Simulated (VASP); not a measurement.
# La (Im-3m) in VASP: single point with RPBE+D4

Aim: the single point of La with RPBE+D4.

Everything below comes from runs of VASP 6.6.1. Logs are shortened: lines on timing, memory, paths and dates and some standing lists are left out, and cuts for length are marked.

## 1. The undisturbed crystal

Symmetry: Im-3m, No. 229, cubic system. The conventional cell has a = 4.248 Å, b = 4.248 Å, c = 4.248 Å, α = 90.00°, β = 90.00°, γ = 90.00°. La (site symmetry m-3m) is surrounded by 8 La at 3.68 Å.

This isn't the form of La at room conditions, which is double hcp.

## 2. Single point, RPBE+D4 (cell strained at random at fixed volume)

Contents of INCAR:

```
PREC     = Accurate       # precision mode
ENCUT    = 400            # plane-wave cutoff, eV
EDIFF    = 1E-7           # SCF threshold, eV
ISMEAR   = -1             # smearing method
SIGMA    = 0.1            # smearing width, eV
LREAL    = False          # projectors in reciprocal space
LASPH    = True           # aspherical terms in the spheres
NELM     = 60             # most SCF steps
ALGO     = Normal         # electronic algorithm
ISIF     = 2              # what is computed and relaxed
LWAVE    = False          # write WAVECAR
LCHARG   = False          # write CHGCAR
GGA      = RP             # functional
IVDW     = 13             # dispersion correction
NBANDS   = 12             # bands
```

Contents of KPOINTS:

```
Automatic mesh
0
Gamma
  9 9 9
```

Contents of POSCAR:

```
La
3.7574
   -0.580347580774      0.586715547985      0.564771384468
    0.588083515197     -0.560665619844      0.546457124607
    0.563185979667      0.543503752595     -0.538721190185
La
1
Direct
   -0.0018070000      0.0137940000      0.0003590000
```

Potentials or basis: VASP PAW PBE potentials, release 64 (La).

On the command line:

```console
$ cat potpaw_PBE.64/La/POTCAR > POTCAR
$ mpirun -np 1 vasp_std > vasp.out
```

OUTCAR:

```text
PREC = Accurate
   ENCUT = 400
   EDIFF = 1E-7
   ISMEAR = -1
   LREAL = False
   LASPH = True
   NELM = 60
   ISIF = 2
   GGA = RP
   IVDW = 13

 ion  position               nearest neighbor table
   1  0.998  0.014  0.000-

  LATTYP: Found a triclinic cell.
 ALAT       =     3.6791902618
 B/A-ratio  =     1.5812750369
 C/A-ratio  =     1.0100167074
 COS(alpha) =     0.0043121955
 COS(beta)  =     0.3400131323
 COS(gamma) =     0.8091082866

  Lattice vectors:

 A1 = (  -2.2096650000,   2.1066450000,  -2.0532580000)
 A2 = (  -0.0935500000,   4.1488060000,  -4.0774490000)
 A3 = (  -2.1451820000,  -2.1400410000,  -2.1511390000)

Analysis of symmetry for initial positions (statically):
=====================================================================
 Subroutine PRICEL returns:
 Original cell was already a primitive cell.

 Routine SETGRP: Setting up the symmetry group for a
 triclinic supercell.

 Subroutine GETGRP returns: Found  2 space group operations
 (whereof  1 operations were pure point group operations)
 out of a pool of  2 trial point group operations.

The static configuration has the point symmetry C_1 .
 The point group associated with its full space group is S_2 .

Analysis of symmetry for dynamics (positions and initial velocities):
=====================================================================
 Subroutine PRICEL returns:
 Original cell was already a primitive cell.

 Routine SETGRP: Setting up the symmetry group for a
 triclinic supercell.

 Subroutine GETGRP returns: Found  2 space group operations
 (whereof  1 operations were pure point group operations)
 out of a pool of  2 trial point group operations.

The dynamic configuration has the point symmetry C_1 .
 The point group associated with its full space group is S_2 .

 Subroutine INISYM returns: Found  2 space group operations
 (whereof  1 operations are pure point group operations),
 and found     1 'primitive' translations

----------------------------------------------------------------------------------------

                                     Primitive cell

  volume of cell :      38.3195

  direct lattice vectors                    reciprocal lattice vectors
    -2.180598000  2.204525000  2.122072000     0.001857238  0.230110334  0.234094746
[... 90 lines left out ...]
   ISIF   =      2    stress and relaxation
   ISYM   =      2    0-nonsym 1-usesym 2-fastsym
   POTIM  = 0.5000    time-step for ionic-motion
   TEBEG  =    0.0;   TEEND  =   0.0 temperature during run
   PSTRESS=    0.0 pullay stress
   NELECT =      11.0000    total number of electrons
   NUPDOWN=      -1.0000    fix difference up-down
   EMIN   =  10.00;   EMAX   =-10.00  energy-range for DOS
   EFERMI =   0.00;   METHOD = LEGACY
   ISMEAR =    -1;   SIGMA  =   0.10  broadening in eV -4-tet -1-fermi 0-gaus
   EFERMI_NEDOS =   21; number of points for ismear=-14 and -15
   IALGO  =     38    algorithm
   IMIX   =      4    mixing-type and parameters
     AMIX     =   0.40;   BMIX     =  1.00
     AMIX_MAG =   1.60;   BMIX_MAG =  1.00
  volume/ion in A,a.u.               =      38.32       258.59
  Fermi-wavevector in a.u.,A,eV,Ry     =   1.079939  2.040788 15.868033  1.166268
  Thomas-Fermi vector in A             =   2.215917
   LORBIT       =      0    0 simple, 1 ext, 2 COOP (PROOUT), +10 PAW based schemes
   GGA     = RP    functional components
   LHFCALC =     F    Hartree Fock is set to
   AEXX    =    0.0000 exact exchange contribution
   IVDW    =    13    specifies the selected vdW correction
   LEPSILON=     F    determine dielectric tensor
   LRPA    =     F    only Hartree local field effects (RPA)
 non-spin polarized calculation
  energy-cutoff  :      400.00
  volume of cell :       38.32
 maximum number of plane-waves:       709
 NGX is ok and might be reduce to    28
   NGX = 13   NGY = 11   NGZ = 11

 number of electron      11.0000000 magnetization

 Free energy of the ion-electron system (eV)
  ---------------------------------------------------
  ext. energy  EPLUGINS =         0.00000000
  ---------------------------------------------------
  free energy    TOTEN  =        -4.46528527 eV

  energy without entropy =       -4.38369527  energy(sigma->0) =       -4.42449027

 E-fermi :   7.6636     XC(G=0):  -9.3482

 val. band max:        7.6619402469   @ k =  -0.1111  -0.3333   0.2222
 cond. band min:       7.6643390871   @ k =  -0.1111   0.3333   0.2222
 fundamental gap:      0.0023988402
 Fermi energy:         7.6635500262

 k-point     1 :       0.0000    0.0000    0.0000
  band No.  band energies     occupation
      1     -25.2951      2.00000
      2      -8.4047      2.00000
      3      -8.3748      2.00000
      4      -8.2876      2.00000
      5       4.4773      2.00000
      6       8.7395      0.00004
      7       9.0969      0.00000
      8       9.1291      0.00000
      9       9.1583      0.00000
     10       9.2070      0.00000
     11       9.3961      0.00000
     12       9.7939      0.00000
[... 331 lines left out ...]
 k-point    24 :       0.0000    0.3333   -0.0000
  band No.  band energies     occupation
      1     -25.1646      2.00000
      2      -9.3114      2.00000
      3      -8.6542      2.00000
      4      -8.3335      2.00000
      5       6.0356      2.00000
      6       7.7275      0.69091
      7       8.5806      0.00021
      8       9.1099      0.00000
      9       9.4235      0.00000
     10       9.5304      0.00000
     11       9.6668      0.00000
     12       9.7533      0.00000

 [... further k-points ...]

------------------------ aborting loop because EDIFF is reached ----------------------------------------

  DFT-D4 for vdW energy calculation

  Edisp (eV):   -0.41252

  FORCE on cell =-STRESS in cart. coord.  units (eV):
  Direction    XX          YY          ZZ          XY          YZ          ZX
  --------------------------------------------------------------------------------------
  -------------------------------------------------------------------------------------
  Total      -0.03279    -0.20611    -0.32803     0.09342    -0.13426    -0.04933
  in kB      -1.37106    -8.61779   -13.71530     3.90581    -5.61338    -2.06259
  external pressure =       -7.90 kB  Pullay stress =        0.00 kB

 VOLUME and BASIS-vectors are now :
 -----------------------------------------------------------------------------
  energy-cutoff  :      400.00
  volume of cell :       38.32
      direct lattice vectors                 reciprocal lattice vectors
    -2.180598000  2.204525000  2.122072000     0.001857238  0.230110334  0.234094746
     2.209665000 -2.106645000  2.053258000     0.229543476 -0.001999022  0.237950898
     2.116115000  2.042161000 -2.024191000     0.234786722  0.239209732 -0.007242157

 POSITION                                       TOTAL-FORCE (eV/Angst)
 -----------------------------------------------------------------------------------
     -2.14542      2.17222      2.14583        -0.000000      0.000000     -0.000000
 -----------------------------------------------------------------------------------
    total drift:                                0.000008     -0.000009      0.000026

  FREE ENERGIE OF THE ION-ELECTRON SYSTEM (eV)
  ---------------------------------------------------
  free  energy   TOTEN  =        -4.8778009765 eV

  energy  without entropy=       -4.7962109743  energy(sigma->0) =       -4.83700598
```

OSZICAR:

```text
N       E                     dE             d eps       ncg     rms          rms(c)
DAV:   1     0.913203304118E+02    0.91320E+02   -0.32039E+03  8800   0.928E+02
DAV:   2     0.916512080567E+00   -0.90404E+02   -0.87623E+02 11160   0.174E+02
DAV:   3    -0.419031121162E+01   -0.51068E+01   -0.49231E+01 12552   0.674E+01
DAV:   4    -0.443925874617E+01   -0.24895E+00   -0.24331E+00 16340   0.100E+01
DAV:   5    -0.444826503979E+01   -0.90063E-02   -0.89825E-02 15104   0.191E+00    0.209E+00
DAV:   6    -0.444377488126E+01    0.44902E-02   -0.13159E-02 14408   0.905E-01    0.128E+00
DAV:   7    -0.445915615249E+01   -0.15381E-01   -0.11624E-01 11652   0.228E+00    0.318E-01
DAV:   8    -0.445473407349E+01    0.44221E-02   -0.70523E-03 14484   0.701E-01    0.400E-01
DAV:   9    -0.446565008669E+01   -0.10916E-01   -0.27569E-02 11788   0.114E+00    0.160E-01
DAV:  10    -0.446536725273E+01    0.28283E-03   -0.21921E-03 14604   0.462E-01    0.679E-02
DAV:  11    -0.446536184575E+01    0.54070E-05   -0.74372E-05 15200   0.430E-02    0.632E-02
DAV:  12    -0.446529161109E+01    0.70235E-04   -0.87318E-05 17168   0.723E-02    0.186E-02
DAV:  13    -0.446528620208E+01    0.54090E-05   -0.13486E-05 17340   0.264E-02    0.598E-03
DAV:  14    -0.446528529055E+01    0.91153E-06   -0.29677E-06 17360   0.125E-02    0.270E-03
DAV:  15    -0.446528527266E+01    0.17885E-07   -0.13509E-07 11724   0.312E-03
   1 F= -.48778010E+01 E0= -.48370060E+01  d E =-.815900E-01
```

It took 81 s on 1 thread of Intel Xeon Platinum 8488C (Sapphire Rapids), shared host; peak memory 0.26 GiB.

The run converged, but some of its settings lie outside the range that counts as converged (typed here: ENCUT = 400), so its numbers aren't taken as properties of the crystal.

What came out:

```yaml
Free_energy: -4.8778 eV
Pressure: -0.8 GPa
Band_gap_on_the_k_mesh: none (metal or under the smearing width)
Dispersion_energy_per_atom: -0.413 eV
```

Caveat: the PAW data sets were made with another functional, which shifts forces and pressure a little; pairwise dispersion overbinds metals, which lowers pressure and volume.
